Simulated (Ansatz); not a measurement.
**Strain and the gap of Si (lonsdaleite)**

Si built on the lonsdaleite prototype, relaxed with r2SCAN in the PAW code Ansatz. Space group P6_3/mmc (No. 194), hexagonal; a = 3.832 Å, c = 6.341 Å in the conventional setting, 20.16 Å³ an atom. Around Si lie 4 Si at 2.35–2.37 Å.

The axes x, y and z are those of this cell:
```yaml
crystal:
  lattice:
    - [3.83213, 0.00000, 0.00000]
    - [-1.91606, 3.31872, 0.00000]
    - [0.00000, 0.00000, 6.34122]
  atoms:
    - { symbol: Si, position: [0.33333, 0.66667, 0.00056] }
    - { symbol: Si, position: [0.66667, 0.33333, 0.50056] }
    - { symbol: Si, position: [0.33333, 0.66667, 0.37444] }
    - { symbol: Si, position: [0.66667, 0.33333, 0.87444] }
```

Unstrained: The PBE gap is indirect, 0.425 eV (Γ to M), below the direct gap of 1.037 eV at Γ. The r2SCAN gap is indirect, 0.608 eV (Γ to M), below the direct gap of 1.362 eV at Γ. With HSE06 the valence top lies at Γ and the conduction bottom at M, 0.972 eV higher; the smallest vertical gap, at Γ, is 1.696 eV. Meshes: PBE 12×12×4, r2SCAN 12×12×4, HSE06 6×6×4. Strains are changes of length per length. After each strain the atoms were relaxed again with r2SCAN within the symmetry that the strain leaves, so tilts or polar shifts that break it weren't tested; points keep the names that they have in the unstrained zone. No spin polarisation and no zero-point or thermal motion.

Changes of the least gap in eV (an overlap counts as a negative gap):
```csv
strain,volume change (%),space group,PBE,r2SCAN,HSE06,"energy rise, r2SCAN (meV/atom)"
"epitaxial +2.5 % in the xy plane, free normal strain -0.68 %",+4.3,P6_3/mmc,-0.021,-0.030,-0.027,18.0
"epitaxial -2.0 % in the xy plane, free normal strain +0.70 %",-3.3,P6_3/mmc,-0.005,+0.001,-0.004,12.5
isotropic +1.5 % on every length,+4.6,P6_3/mmc,+0.093,+0.091,+0.094,11.7
uniaxial +2.5 % along z,+2.5,P6_3/mmc,+0.125,+0.129,+0.129,8.5
```

Epitaxial +2.5 % in the xy plane, free normal strain -0.68 %. HSE06: the gap goes from 0.972 to 0.945 eV (-0.027 eV); with r2SCAN the top three valence levels at Γ, grouped 2+1 from the top over 377 meV, become 2+1 over 137 meV. Stress change with r2SCAN, compression positive: xx -5.50, yy -5.50, zz -0.04 GPa.

Epitaxial -2.0 % in the xy plane, free normal strain +0.70 %. HSE06: the gap goes from 0.972 to 0.968 eV (-0.004 eV); with r2SCAN the top three valence levels at Γ, grouped 2+1 from the top over 377 meV, become 2+1 over 670 meV. Stress change with r2SCAN, compression positive: xx +5.11, yy +5.11, zz -0.02 GPa.

Isotropic +1.5 % on every length. HSE06: the gap goes from 0.972 to 1.066 eV (+0.094 eV); with r2SCAN the top three valence levels at Γ, grouped 2+1 from the top over 377 meV, become 2+1 over 338 meV. Stress change with r2SCAN, compression positive: xx -3.90, yy -3.90, zz -4.01 GPa. For HSE06, dE_g/d ln V = 2.1 eV over this step.

Uniaxial +2.5 % along z, other directions held. HSE06: the gap goes from 0.972 to 1.101 eV (+0.129 eV); with r2SCAN the top three valence levels at Γ, grouped 2+1 from the top over 377 meV, become 2+1 over 543 meV. Stress change with r2SCAN, compression positive: xx -0.79, yy -0.79, zz -5.31 GPa.

The meshes of the hybrids are coarse, so their gaps aren't converged to the digits shown.

The splittings at Γ are without spin-orbit coupling, which regroups them where it is of like size or larger.
